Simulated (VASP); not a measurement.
A VASP 6.6.1 single-point calculation on NaH

INCAR

```
EDIFF = 1E-7
LWAVE = .FALSE.
LREAL = .FALSE.
SIGMA = 0.02
ISIF = 2
PREC = Normal
NSW = 0
NELM = 86
ISYM = -1
ENCUT = 520
GGA = PE
NBANDS = 11
LASPH = .TRUE.
LCHARG = .FALSE.
IBRION = -1
ISMEAR = -1
```

KPOINTS

```
KPOINTS created by Atomic Simulation Environment
0
Gamma
4 4 4
0 0 0
```

POSCAR

```
Na H
 1.0000000000000000
     0.0000000000000000    2.5202642382999998    2.5202642382999998
     2.5202642382999998    0.0000000000000000    2.5202642382999998
     2.5202642382999998    2.5202642382999998    0.0000000000000000
 Na  H
   1   1
Cartesian
  0.0000000000000000  0.0000000000000000  0.0000000000000000
  2.5202642382999998  2.5202642382999998  2.5202642382999998
```

The recommended PBE PAW datasets give the neutral cell 8 valence electrons.

Command

```
mpirun -np 1 vasp_std
```

Task: Predict the outcome of this run.

Result: It converged. Results: gap between bands v and c on the k mesh 3.56 eV; least direct gap on the k mesh 4.35 eV; pressure -2.4 GPa. Band v is the last that the valence electrons fill when counted band by band, and c is the next.

OSZICAR

```
N       E                     dE             d eps       ncg     rms          rms(c)
DAV:   1     0.359318002893E+02    0.35932E+02   -0.45415E+03  1420   0.729E+02
DAV:   2    -0.408819221559E+01   -0.40020E+02   -0.39280E+02  1494   0.187E+02
DAV:   3    -0.546937261321E+01   -0.13812E+01   -0.13789E+01  1658   0.335E+01
DAV:   4    -0.547951493289E+01   -0.10142E-01   -0.10141E-01  1583   0.292E+00
DAV:   5    -0.547961957446E+01   -0.10464E-03   -0.10464E-03  1591   0.302E-01    0.311E+00
DAV:   6    -0.513742704312E+01    0.34219E+00   -0.36407E-01  1663   0.259E+00    0.140E+00
DAV:   7    -0.505221421931E+01    0.85213E-01   -0.33146E-01  1549   0.198E+00    0.367E-01
DAV:   8    -0.505793696676E+01   -0.57227E-02   -0.11571E-02  1459   0.892E-01    0.740E-02
DAV:   9    -0.505780054522E+01    0.13642E-03   -0.13525E-03  1676   0.344E-01    0.212E-02
DAV:  10    -0.505779430180E+01    0.62434E-05   -0.70275E-05  1563   0.529E-02    0.479E-03
DAV:  11    -0.505779990833E+01   -0.56065E-05   -0.83119E-06  1558   0.128E-02    0.338E-03
DAV:  12    -0.505780003765E+01   -0.12932E-06   -0.29895E-07  1612   0.371E-03    0.304E-04
DAV:  13    -0.505780003879E+01   -0.11426E-08   -0.65554E-09   892   0.556E-04
   1 F= -.50578000E+01 E0= -.50578000E+01  d E =-.747121E-13
```

For comparison, a separate PBE run of the intended cell, on usual settings and not on those above, gives a gap of 3.57 eV on its mesh and a pressure of -2.4 GPa.
